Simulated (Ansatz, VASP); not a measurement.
**Two plane-wave programs on Zn2SiN3**

```xyz
6
Lattice="3.5098 -6.3414 0.0000 3.5098 6.3414 0.0000 0.0000 0.0000 3.2854" Properties=species:S:1:pos:R:3 pbc="T T T"
Zn    3.5098    3.1430    1.6427
Zn    3.5098   -3.1430    1.6427
Si    0.0000    0.0000    0.0000
N     1.7549    3.1707    1.6427
N     1.7549   -3.1707    1.6427
N     0.0000    0.0000    1.6427
```

Alike in both runs: functional PBE; k mesh 4 × 4 × 6; occupations gaussian, width 0.1 eV; no spin polarisation.

Ansatz relaxed the structure, and its values are those at the end. VASP's run is a single point on that final structure, the one shown.

|  | VASP | Ansatz |
| --- | --- | --- |
| version | VASP 6.6.1 | Ansatz 0.2.0 |
| potentials or method | VASP PAW PBE potentials, release 64 (Zn, Si, N) | scalar-relativistic, plane waves, PAW |
| plane-wave cutoff (eV) | 520 | 420 |
| valence electrons in the cell | 43 | 43 |

VASP gave:

| Property | Result |
| --- | --- |
| gap on the k mesh at the Fermi level (eV) | none |
| pressure (GPa) | 0.5 |
| rms of the force components (eV/Å) | 0.004 |

**Question.** Which values does Ansatz return?

**Answer.** gap on the k mesh at the Fermi level (eV): none; pressure (GPa): 0.1; rms of the force components (eV/Å): 0.006.

A gap of «none» marks a metal or a gap that the smearing closes.
